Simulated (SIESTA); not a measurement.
SnO:

```
CELL_PARAMETERS angstrom
2.50000 -2.86000 0.00000
2.50000 2.86000 0.00000
0.00000 0.00000 11.12000
ATOMIC_POSITIONS crystal
Sn 0.55900 0.44100 0.24600
Sn 0.44100 0.55900 0.74600
Sn 0.00000 0.00000 0.50000
Sn 0.00000 0.00000 0.00000
O 0.93000 0.43000 0.12000
O 0.07000 0.57000 0.62000
O 0.57000 0.07000 0.12000
O 0.43000 0.93000 0.62000
```

| Item | Value |
| --- | --- |
| Program | SIESTA 5.4.2 |
| Task | single point |
| Functional | PBEsol |
| Potentials or basis | PseudoDojo 0.4 standard (PBEsol files) |
| Basis | DZP (energy shift 0.003 Ry; two zetas on semicore shells) |
| Grid cutoff | 800 Ry |
| Energy shift | 0.003 Ry |
| k mesh | 7 × 7 × 3 |
| Occupations | fermi-dirac, width 0.05 eV |
| Spin | no spin polarisation |

On this cell: pressure 9.8 GPa; largest force 9.064 eV/Å; band gap on the k mesh none (metal or under the smearing width).

The same run follows on a disturbed copy (atoms moved at random, drawn with an rms of 0.05 Å):

```
CELL_PARAMETERS angstrom
2.50000 -2.86000 0.00000
2.50000 2.86000 0.00000
0.00000 0.00000 11.12000
ATOMIC_POSITIONS crystal
Sn 0.55237 0.44453 0.24436
Sn 0.43925 0.54836 0.74411
Sn 0.00961 0.00825 0.49821
Sn 0.00366 0.99689 0.99994
O 0.92959 0.42164 0.12345
O 0.07376 0.56988 0.61943
O 0.56716 0.06401 0.11809
O 0.43021 0.93431 0.61763
```

What changes?

The energy (extrapolated to zero smearing) moves by -17.4 meV/atom; pressure 9.4 GPa; largest force 9.212 eV/Å; band gap on the k mesh none (metal or under the smearing width).

Forces on the atoms (eV/Å):
```
Sn  -0.318  2.914  1.735
Sn   0.373 -2.777  1.638
Sn  -0.162  1.294  0.679
Sn   0.057 -1.196  0.763
O    9.058 -1.156 -1.210
O   -8.925  0.960 -1.571
O   -8.779 -0.443 -1.297
O    8.699  0.405 -0.737
```

Stress tensor (GPa, compression positive):
```
28.31 -0.76  0.53
-0.76  0.13  0.02
 0.53  0.02 -0.14
```

Caveats: the basis of atomic orbitals isn't converged, which shifts pressures, moduli and gaps; forces of over 1 eV/Å show positions far from the minimum, so gaps and moduli don't describe the material at rest (some runs).
